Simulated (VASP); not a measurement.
# Ru (P6/mmm) in VASP: notebook

One crystal, Ru, is run at these levels: PBE; tasks: single point, relaxation of cell and atoms.

Program: VASP 6.6.1. These are calculated values, not measurements. Logs are shortened: lines on timing, memory, paths and dates and some standing lists are left out, and cuts for length are marked.

## 1. The structure

Symmetry: P6/mmm, No. 191, hexagonal system. The conventional cell has a = 2.660 Å, b = 2.660 Å, c = 2.454 Å, α = 90.00°, β = 90.00°, γ = 120.00°. Around Ru (site symmetry 6/mmm) lie 8 Ru at 2.45 to 2.66 Å.

The cell was built by a generator and needn't be a form met in nature.

## 2. Single point, PBE

Input file INCAR:

```
PREC     = Accurate       # precision mode
ENCUT    = 520            # plane-wave cutoff, eV
EDIFF    = 1E-6           # SCF threshold, eV
ISMEAR   = 0              # smearing method
SIGMA    = 0.1            # smearing width, eV
LREAL    = F              # projectors in reciprocal space
LASPH    = T              # aspherical terms in the spheres
NELM     = 100            # most SCF steps
ALGO     = Fast           # electronic algorithm
ISIF     = 2              # what is computed and relaxed
LWAVE    = F              # write WAVECAR
LCHARG   = F              # write CHGCAR
GGA      = PE             # functional
NBANDS   = 13             # bands
```

Input file KPOINTS:

```
regular mesh
0
Gamma
  24 24 22
```

Input file POSCAR:

```
Ru
1.0
    2.6599355609      0.0000000000      0.0000000000
   -1.3299677805      2.3035717682      0.0000000000
    0.0000000000      0.0000000000      2.4535757614
Ru
1
Direct
    0.0000000000      0.0000000000      0.0000000000
```

Potentials or basis: VASP PAW PBE potentials, release 64 (Ru_pv).

Run with:

```console
$ cat potpaw_PBE.64/Ru_pv/POTCAR > POTCAR
$ mpirun -np 1 vasp_std > vasp.out
```

OUTCAR:

```text
PREC = Accurate
   ENCUT = 520
   EDIFF = 1E-6
   ISMEAR = 0
   LREAL = F
   LASPH = T
   NELM = 100
   ISIF = 2
   GGA = PE

 ion  position               nearest neighbor table
   1  0.000  0.000  0.000-

  LATTYP: Found a hexagonal cell.
 ALAT       =     2.6599355609
 C/A-ratio  =     0.9224192486

  Lattice vectors:

 A1 = (   2.6599355609,   0.0000000000,   0.0000000000)
 A2 = (  -1.3299677805,   2.3035717682,   0.0000000000)
 A3 = (   0.0000000000,   0.0000000000,   2.4535757614)

Analysis of symmetry for initial positions (statically):
=====================================================================
 Subroutine PRICEL returns:
 Original cell was already a primitive cell.

 Routine SETGRP: Setting up the symmetry group for a
 hexagonal supercell.

 Subroutine GETGRP returns: Found 24 space group operations
 (whereof 24 operations were pure point group operations)
 out of a pool of 24 trial point group operations.

The static configuration has the point symmetry D_6h.

Analysis of symmetry for dynamics (positions and initial velocities):
=====================================================================
 Subroutine PRICEL returns:
 Original cell was already a primitive cell.

 Routine SETGRP: Setting up the symmetry group for a
 hexagonal supercell.

 Subroutine GETGRP returns: Found 24 space group operations
 (whereof 24 operations were pure point group operations)
 out of a pool of 24 trial point group operations.

The dynamic configuration has the point symmetry D_6h.

 Subroutine INISYM returns: Found 24 space group operations
 (whereof 24 operations are pure point group operations),
 and found     1 'primitive' translations

----------------------------------------------------------------------------------------

                                     Primitive cell

  volume of cell :      15.0339

  direct lattice vectors                    reciprocal lattice vectors
     2.659935561  0.000000000  0.000000000     0.375948957  0.217054232  0.000000000
    -1.329967781  2.303571768  0.000000000     0.000000000  0.434108463  0.000000000
     0.000000000  0.000000000  2.453575761     0.000000000  0.000000000  0.407568421

  length of vectors
     2.659935561  2.659935561  2.453575761     0.434108463  0.434108463  0.407568421

  position of ions in fractional coordinates (direct lattice)
     0.000000000  0.000000000  0.000000000

  ion indices of the primitive-cell ions
   primitive index   ion index
                 1           1

----------------------------------------------------------------------------------------

 KPOINTS: regular mesh

Automatic generation of k-mesh.
 Grid dimensions read from file:
 generate k-points for:   24   24   22

 Generating k-lattice:

  Cartesian coordinates                     Fractional coordinates (reciprocal lattice)
     0.015664540  0.009043926  0.000000000     0.041666667  0.000000000  0.000000000
     0.000000000  0.018087853  0.000000000     0.000000000  0.041666667  0.000000000
     0.000000000  0.000000000  0.018525837     0.000000000  0.000000000  0.045454545

  Length of vectors
     0.018087853  0.018087853  0.018525837

  Shift w.r.t. Gamma in fractional coordinates (k-lattice)
     0.000000000  0.000000000  0.000000000

 Subroutine IBZKPT returns following result:
 ===========================================

 Found    732 irreducible k-points:

 Following reciprocal coordinates:
            Coordinates               Weight
  0.000000  0.000000  0.000000      1.000000
  0.041667 -0.000000  0.000000      6.000000
  0.083333  0.000000  0.000000      6.000000
  0.125000  0.000000  0.000000      6.000000
  0.166667  0.000000  0.000000      6.000000
  0.208333  0.000000  0.000000      6.000000
[... 16 lines left out ...]
  0.416667  0.041667  0.000000     12.000000
  0.458333  0.041667  0.000000     12.000000
 [... further k-points ...]
   k-points           NKPTS =    732   k-points in BZ     NKDIM =    732   number of bands    NBANDS=     13
   number of dos      NEDOS =    301   number of ions     NIONS =      1
   total plane-waves  NPLWV =   7200
   dimension x,y,z NGX =    20 NGY =   20 NGZ =   18
   dimension x,y,z NGXF=    40 NGYF=   40 NGZF=   36
   ions per type =               1
   NGX,Y,Z   is equivalent  to a cutoff of  12.50, 12.50, 12.20 a.u.
   NGXF,Y,Z  is equivalent  to a cutoff of  25.00, 25.00, 24.39 a.u.
 SYSTEM =  unknown system
   PREC   = accura    normal or accurate (medium, high low for compatibility)
   ISTART =      0    job   : 0-new  1-cont  2-samecut
   ICHARG =      2    charge: 1-file 2-atom 10-const
   ISPIN  =      1    spin polarized calculation?
   LNONCOLLINEAR =      F non collinear calculations
   LSORBIT =      F    spin-orbit coupling
   LASPH  =      T    aspherical Exc in radial PAW
   ENCUT  =  520.0 eV  38.22 Ry    6.18 a.u.   4.95  4.95  4.56*2*pi/ulx,y,z
   NELM   =    100;   NELMIN=  2; NELMDL= -5     # of ELM steps
   EDIFF  = 0.1E-05   stopping-criterion for ELM
   LREAL  =      F    real-space projection
   EDIFFG = 0.1E-04   stopping-criterion for IOM
   NSW    =      0    number of steps for IOM
   IBRION =     -1    ionic relax: 0-MD 1-quasi-New 2-CG
   NFREE  =      0    steps in history (QN), initial steepest desc. (CG)
   ISIF   =      2    stress and relaxation
   ISYM   =      2    0-nonsym 1-usesym 2-fastsym
   POTIM  = 0.5000    time-step for ionic-motion
   TEBEG  =    0.0;   TEEND  =   0.0 temperature during run
   PSTRESS=    0.0 pullay stress
   NELECT =      14.0000    total number of electrons
   NUPDOWN=      -1.0000    fix difference up-down
   EMIN   =  10.00;   EMAX   =-10.00  energy-range for DOS
   EFERMI =   0.00;   METHOD = LEGACY
   ISMEAR =     0;   SIGMA  =   0.10  broadening in eV -4-tet -1-fermi 0-gaus
   EFERMI_NEDOS =   21; number of points for ismear=-14 and -15
   IALGO  =     68    algorithm
   IMIX   =      4    mixing-type and parameters
     AMIX     =   0.40;   BMIX     =  1.00
     AMIX_MAG =   1.60;   BMIX_MAG =  1.00
  volume/ion in A,a.u.               =      15.03       101.45
  Fermi-wavevector in a.u.,A,eV,Ry     =   1.598675  3.021057 34.773231  2.555760
  Thomas-Fermi vector in A             =   2.696087
   LORBIT       =      0    0 simple, 1 ext, 2 COOP (PROOUT), +10 PAW based schemes
   GGA     = PE    functional components
   LHFCALC =     F    Hartree Fock is set to
   AEXX    =    0.0000 exact exchange contribution
   IVDW    =     0    specifies the selected vdW correction
   LEPSILON=     F    determine dielectric tensor
   LRPA    =     F    only Hartree local field effects (RPA)
 non-spin polarized calculation
 RMM-DIIS sequential band-by-band and
 Gauss-broadening in eV      SIGMA  =   0.10
  energy-cutoff  :      520.00
  volume of cell :       15.03
 maximum number of plane-waves:       423
 NGX is ok and might be reduce to    20
   NGX =  9   NGY =  9   NGZ =  9

 number of electron      14.0000007 magnetization

 Free energy of the ion-electron system (eV)
  ---------------------------------------------------
  ext. energy  EPLUGINS =         0.00000000
  ---------------------------------------------------
  free energy    TOTEN  =        -8.39027360 eV

  energy without entropy =       -8.38206409  energy(sigma->0) =       -8.38616885

 E-fermi :  11.1858     XC(G=0): -13.3931

 val. band max:       11.1786369091   @ k =   0.3750   0.2083   0.4545
 cond. band min:      11.1868010019   @ k =   0.1250   0.1250   0.5000
 fundamental gap:      0.0081640927
 Fermi energy:        11.1858019820

 k-point     1 :       0.0000    0.0000    0.0000
  band No.  band energies     occupation
      1     -31.1802      2.00000
      2     -31.1802      2.00000
      3     -31.1041      2.00000
      4       3.8167      2.00000
      5       5.7361      2.00000
      6       8.9030      2.00000
      7       8.9030      2.00000
      8      13.0318      0.00000
      9      13.0318      0.00000
     10      22.1051      0.00000
     11      26.2307      0.00000
     12      28.5503      0.00000
     13      33.1193      0.00000

 k-point     2 :       0.0417   -0.0000    0.0000
  band No.  band energies     occupation
      1     -31.1960      2.00000
      2     -31.1838      2.00000
      3     -31.1025      2.00000
      4       3.8831      2.00000
      5       5.7607      2.00000
      6       8.8518      2.00000
      7       8.9578      2.00000
      8      12.9810      0.00000
      9      13.0228      0.00000
     10      22.1051      0.00000
     11      26.3459      0.00000
     12      28.6707      0.00000
     13      32.6704      0.00000

 k-point     3 :       0.0833    0.0000    0.0000
  band No.  band energies     occupation
      1     -31.2421      2.00000
      2     -31.1945      2.00000
      3     -31.0978      2.00000
      4       4.0766      2.00000
      5       5.8342      2.00000
      6       8.7098      2.00000
      7       9.1208      2.00000
      8      12.8350      0.00000
      9      12.9966      0.00000
     10      22.1051      0.00000
     11      26.6595      0.00000
     12      29.0232      0.00000
     13      31.6702      0.00000
[... 305 lines left out ...]
 k-point    23 :       0.4167    0.0417    0.0000
  band No.  band energies     occupation
      1     -32.0297      2.00000
      2     -31.3919      2.00000
      3     -31.0126      2.00000
      4       5.6562      2.00000
      5       6.6899      2.00000
      6      10.7637      2.00000
      7      11.1108      1.71109
      8      12.5176      0.00000
      9      13.2293      0.00000
     10      20.2071      0.00000
     11      22.1058      0.00000
     12      25.4345      0.00000
     13      30.4852      0.00000

 k-point    24 :       0.4583    0.0417    0.0000
  band No.  band energies     occupation
      1     -32.0579      2.00000
      2     -31.3991      2.00000
      3     -31.0094      2.00000
      4       5.6025      2.00000
      5       6.7445      2.00000
      6      10.6999      2.00000
      7      11.4850      0.00002
      8      12.5006      0.00000
      9      13.4805      0.00000
     10      19.7007      0.00000
     11      22.1057      0.00000
     12      25.1646      0.00000
     13      30.3270      0.00000

 [... further k-points ...]

------------------------ aborting loop because EDIFF is reached ----------------------------------------

  FORCE on cell =-STRESS in cart. coord.  units (eV):
  Direction    XX          YY          ZZ          XY          YZ          ZX
  --------------------------------------------------------------------------------------
  -------------------------------------------------------------------------------------
  Total       -0.0073597     -0.0073597      0.0107914      0.0000000     -0.0000000      0.0000000
  in kB       -0.7843246     -0.7843246      1.1500432      0.0000000     -0.0000000      0.0000000
  external PRESSURE =      -0.1395353 kB  Pullay stress =       0.0000000 kB

 VOLUME and BASIS-vectors are now :
 -----------------------------------------------------------------------------
  energy-cutoff  :      520.00
  volume of cell :       15.03
      direct lattice vectors                 reciprocal lattice vectors
     2.659935561  0.000000000  0.000000000     0.375948957  0.217054232  0.000000000
    -1.329967781  2.303571768  0.000000000     0.000000000  0.434108463  0.000000000
     0.000000000  0.000000000  2.453575761     0.000000000  0.000000000  0.407568421

 POSITION                                       TOTAL-FORCE (eV/Angst)
 -----------------------------------------------------------------------------------
      0.00000      0.00000      0.00000         0.000000      0.000000      0.000000
 -----------------------------------------------------------------------------------
    total drift:                                0.000000      0.000000      0.000000

  FREE ENERGIE OF THE ION-ELECTRON SYSTEM (eV)
  ---------------------------------------------------
  free  energy   TOTEN  =        -8.3902736028 eV

  energy  without entropy=       -8.3820640891  energy(sigma->0) =       -8.38616885
```

Wall time 38 s (1 thread of Intel Xeon 6975P-C (Granite Rapids), shared host); peak memory 0.24 GiB.

What came out:

| Item | Value |
| --- | --- |
| Free energy | -8.3903 eV |
| Pressure | 0.0 GPa |
| Band gap on the k mesh | none (metal or under the smearing width) |

## 3. Relaxation of cell and atoms, PBE

Input file INCAR:

```
SYSTEM = Ru
PREC = Accurate ; ENCUT = 600
EDIFF = 1E-6 ; ISMEAR = 0
SIGMA = 0.1 ; LREAL = .FALSE.
LASPH = .TRUE. ; NELM = 100
ALGO = Fast ; ISIF = 3
LWAVE = .FALSE. ; LCHARG = .FALSE.
GGA = PE ; IBRION = 2
NSW = 100 ; EDIFFG = -0.01
```

Input file KPOINTS:

```
regular mesh
0
G
  24 24 22
  0 0 0
```

Input file POSCAR:

```
Ru
1.0
    2.6564081436      0.0000000000      0.0000000000
   -1.3282040718      2.3005169352      0.0000000000
    0.0000000000      0.0000000000      2.4574790116
Ru
1
Direct
    0.0000000000      0.0000000000      0.0000000000
```

Potentials or basis: VASP PAW PBE potentials, release 64 (Ru_pv).

Run with:

```console
$ cat potpaw_PBE.64/Ru_pv/POTCAR > POTCAR
$ mpirun -np 1 vasp_std > vasp.out
```

OUTCAR:

```text
SYSTEM = Ru
   PREC = Accurate
   ENCUT = 600
   EDIFF = 1E-6
   ISMEAR = 0
   LREAL = .FALSE.
   LASPH = .TRUE.
   NELM = 100
   ISIF = 3
   GGA = PE
   IBRION = 2
   NSW = 100
   EDIFFG = -0.01

 ion  position               nearest neighbor table
   1  0.000  0.000  0.000-

  LATTYP: Found a hexagonal cell.
 ALAT       =     2.6564081436
 C/A-ratio  =     0.9251134911

  Lattice vectors:

 A1 = (   2.6564081436,   0.0000000000,   0.0000000000)
 A2 = (  -1.3282040718,   2.3005169352,   0.0000000000)
 A3 = (   0.0000000000,   0.0000000000,   2.4574790116)

Analysis of symmetry for initial positions (statically):
=====================================================================
 Subroutine PRICEL returns:
 Original cell was already a primitive cell.

 Routine SETGRP: Setting up the symmetry group for a
 hexagonal supercell.

 Subroutine GETGRP returns: Found 24 space group operations
 (whereof 24 operations were pure point group operations)
 out of a pool of 24 trial point group operations.

The static configuration has the point symmetry D_6h.

Analysis of symmetry for dynamics (positions and initial velocities):
=====================================================================
 Subroutine PRICEL returns:
 Original cell was already a primitive cell.

 Routine SETGRP: Setting up the symmetry group for a
 hexagonal supercell.
[... 331 lines left out ...]

 number of electron      13.9999999 magnetization

 Free energy of the ion-electron system (eV)
  ---------------------------------------------------
  ext. energy  EPLUGINS =         0.00000000
  ---------------------------------------------------
  free energy    TOTEN  =        -8.39024907 eV

  energy without entropy =       -8.38214649  energy(sigma->0) =       -8.38619778

 E-fermi :  11.1815     XC(G=0): -13.3923

 val. band max:       11.1787357815   @ k =   0.2917   0.0417   0.0909
 cond. band min:      11.1830620115   @ k =   0.1250   0.1250   0.5000
 fundamental gap:      0.0043262300
 Fermi energy:        11.1814892417

 k-point     1 :       0.0000    0.0000    0.0000
  band No.  band energies     occupation
      1     -31.1795      2.00000
      2     -31.1795      2.00000
      3     -31.1096      2.00000
      4       3.8160      2.00000
      5       5.7425      2.00000
      6       8.9020      2.00000
      7       8.9020      2.00000
      8      13.0247      0.00000
      9      13.0247      0.00000
     10      22.1066      0.00000
     11      26.2446      0.00000
[... 309 lines left out ...]
 k-point    24 :       0.4583    0.0417    0.0000
  band No.  band energies     occupation
      1     -32.0619      2.00000
      2     -31.3995      2.00000
      3     -31.0140      2.00000
      4       5.5972      2.00000
      5       6.7606      2.00000
      6      10.6775      2.00000
      7      11.4927      0.00001
      8      12.4901      0.00000
      9      13.4894      0.00000
     10      19.7175      0.00000
     11      22.1072      0.00000

 [... further k-points ...]

------------------------ aborting loop because EDIFF is reached ----------------------------------------

  FORCE on cell =-STRESS in cart. coord.  units (eV):
  Direction    XX          YY          ZZ          XY          YZ          ZX
  --------------------------------------------------------------------------------------
  -------------------------------------------------------------------------------------
  Total        0.0003125      0.0003125     -0.0074017      0.0000000      0.0000000      0.0000000
  in kB        0.0333038      0.0333038     -0.7887258      0.0000000      0.0000000      0.0000000
  external PRESSURE =      -0.2407061 kB  Pullay stress =       0.0000000 kB
[... 16 lines left out ...]
  FREE ENERGIE OF THE ION-ELECTRON SYSTEM (eV)
  ---------------------------------------------------
  free  energy   TOTEN  =        -8.3902490703 eV

  energy  without entropy=       -8.3821464924  energy(sigma->0) =       -8.38619778

 reached required accuracy - stopping structural energy minimisation
```

CONTCAR:

```text
Ru
   1.00000000000000
     2.6583126280842122    0.0000000000000000    0.0000000000000000
    -1.3291563140421061    2.3021662671444894    0.0000000000000000
    -0.0000000000000000    0.0000000000000000    2.4568046335197944
  Ru
     1
Direct
     0.0000000000000000    0.0000000000000000    0.0000000000000000

  0.00000000E+00  0.00000000E+00  0.00000000E+00
```

Wall time 2.4 min (1 thread of Intel Xeon 6975P-C (Granite Rapids), shared host); peak memory 0.28 GiB.

Results:

```
Free energy                            : -8.3902 eV
Relaxed volume                         : 15.04 Å³/atom
Relaxed cell                           : a = 2.658 Å, b = 2.658 Å, c = 2.457 Å, α = 90.00°, β = 90.00°, γ = 120.00°
Space group after relaxing (to 0.05 Å) : P6/mmm (No. 191)
Energy gained by relaxing              : 0.0 meV/atom
Ionic steps                            : 10
Pressure after relaxing                : 0.0 GPa
Band gap on the k mesh                 : none (metal or under the smearing width)
```

Final structure:
```
Ru
1.0
     2.65831    0.00000    0.00000
    -1.32916    2.30217    0.00000
     0.00000    0.00000    2.45680
Ru
1
Direct
  0.00000 0.00000 0.00000
```

Levels at points of the mesh, in eV from the Fermi level:
```tsv
k point	band 4	band 5	band 6	band 7	band 8	band 9	band 10	band 11
(0.00, 0.00, 0.00)	-7.37	-5.44	-2.28	-2.28	1.84	1.84	10.93	15.06
(0.50, 0.00, 0.00)	-5.65	-4.42	-0.52	0.63	1.34	2.05	8.49	10.93
(0.00, 0.00, 0.50)	-4.50	-1.60	-1.60	-0.96	-0.96	-0.18	8.26	10.93
(0.50, 0.00, 0.50)	-5.98	-4.32	-1.95	2.33	3.48	6.77	7.01	10.92
```

(Continued in part 2 of 2.)
